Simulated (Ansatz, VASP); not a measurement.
One calculation of Ti, two programs

```xyz
1
Lattice="-1.6246 1.6410 1.6410 1.6410 -1.6246 1.6410 1.6410 1.6410 -1.6246" Properties=species:S:1:pos:R:3 pbc="T T T"
Ti    0.0000    0.0000    0.0000
```

Change from the starting cell: equal xy, yz and zx shear strains of +1 %.

Alike in both runs: task single point; functional PBEsol; k mesh 14 × 14 × 14; occupations fermi-dirac, width 0.05 eV; no spin polarisation.

```csv
,VASP,Ansatz
version,VASP 6.6.1,Ansatz 0.2.0
potentials or method,"VASP PAW PBE potentials, release 64 (Ti_sv), cutoff 520 eV","all-electron LAPW, scalar-relativistic"
```

```csv
,VASP,Ansatz,Ansatz less VASP
pressure (GPa),-6.8,-6.7,+0.17
largest component of the traceless stress (GPa),0.38,0.38,+0.004
```

Ansatz ran all-electron here, so the differences hold the error of VASP's frozen core and of both bases.

Caveats: the PAW data sets were made with another functional, which shifts forces and pressure a little (VASP).
